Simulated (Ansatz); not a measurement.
This Ansatz 0.2.0 run on Ni needs a look.

Contents of input.yaml:

```yaml
crystal:
  lattice:
    - [0.0, 1.39005835, 1.33445601]
    - [1.39005835, 0.0, 1.33445601]
    - [1.39005835, 1.39005835, 0.0]
  atoms:
    - { symbol: Ni, position: [0.0, 0.0, 0.0], spin: 1.0 }
hamiltonian:
  xc: pbesol
  pseudopotentials: { kind: paw }
magnetization:
  spin_polarized: true
kpoints:
  mp_grid: { grid: [11, 11, 11] }
scf:
  occupations: { method: fermi_dirac, width: 0.05 }
  max_iter: 100
output:
  forces: true
  stress: true
  eigenvalues: true
```

Potentials or basis: Ansatz PAW.

Command:

```console
$ ansatz run input.yaml --threads 2 --pin off --max-ram 5632MiB --backend cpu --events-out ev --progress --plain --runs-dir out
```

Output:

```text
Warning: RAYON_NUM_THREADS=2 ignored (pool sized by the plan → 2); use --threads N
Engine: ansatz 0.2.0, aarch64-unknown-linux-gnu
Pseudopotentials: kind: paw
Pseudopotential: Ni, paw, valence charge 18, recommended cutoff 420 eV (normal), Ni.paw.azcp
Functional definition: PBEsol
  exchange = pbesol_x
  correlation = pbesol_c
Crystal: 1 atoms, lattice volume = 5.157 Å³
Basis set: ecut = 420 eV, 113 PW (Γ), exchange–correlation on 30×30×30 points (8 copies of the dense FFT grid, shifted against one another)
Bands: 14, of which v1, the nominal top of the filled ones, is band 9 counted from 1 (8 counted from 0)
Symmetry: 16 space group operations
Space group: I4/mmm (ITA 139), of the structure as read, at distance tolerance 1.7e-5 Å
Magnetic group: BNS 139.531 (UNI 1191), of the structure as read, at distance tolerance 1.7e-5 Å
k-points: 126 of 1331
Non-local potential: Ni, projectors of the file, l = 0: 3, l = 1: 2, l = 2: 3, l = 3: 1
PAW form: soft (Blöchl's): semilocal exchange-correlation on the pseudo side does not see the compensation charge
PAW frozen core: Ni, regenerated for the run's functional, and the local potential with it (the file was generated under x = pbe(κ = 0.804, μ = 0.2195149727645171), c = pbe(β = 0.06672455060314922))
PAW one-centre angular grid: Ni, 590 points (default); XC on 64 Gauss nodes
Initial density: superposition of atomic densities (chi_scale 0.1, normalization cell)
Starting moments: Σ|m| = 1 μB on 1 of 1 site
Initial wavefunctions: pseudopotential atomic-orbital guess
[... 26 lines left out ...]
Free energy (F): -5797.873783 eV
Harris-Foulkes:  -5797.873783 eV  (|F-HF|=0.00e0)
Internal energy: -5797.862594 eV  (E = F + TS)
E sigma→0 (E₀):  -5797.868188 eV
Entropy (-TS):   -0.011189 eV (-11.189 meV/atom)
Fermi energy:    43.229974 eV
--- Per-component energies (eV) ---
  E_band       = 116.383089
  E_kinetic    = 310.162650
  E_local      = -2140.895405  (includes V_loc(G=0)·N_el)
  E_nonlocal   = 653.308163
  E_hartree    = 972.985414
  E_xc         = -93.472536
  E_vxc        = -121.260229  (∫ρ·V_xc dr)
  E_paw        = -1600.449337  (= ΣΔE_a)
  E_vpaw       = -530.903372  (= ΣTr[D̂ρ^β])
  E_aug_tail   = 0.000475  (compensation charges beyond the density's cutoff)
  E_ewald      = -3899.699307
  E_core_change = 0.197289  (= ΣΔE_core)
  E_smearing   = -0.011189  (= −TS)
  E_closure    = 0.000000  (closes the sum)
  Σ components = -5797.873783   (vs F -5797.873783, Δ=0.00e0)
--- Forces (eV/Å), atoms counted from 1 ---
  atom   1  Ni     0.00000000     0.00000000     0.00000000
  max |Σ_I F_I| component: 6.16e-33 eV/Å
--- Stress (GPa, compression-positive) ---
      831.568773       0.000000       0.000000
        0.000000     831.568773       0.000000
        0.000000       0.000000     844.231916
  P = ⅓ Tr σ = 835.7898 GPa (8357.898 kbar)
[... 6 lines left out ...]
```

Question: Diagnose the run.

Answer: Self-consistency was reached. The input holds a flaw that was put in on purpose: a lattice far too small. The program doesn't stop on it, so the numbers can't be trusted though the run ends normally.
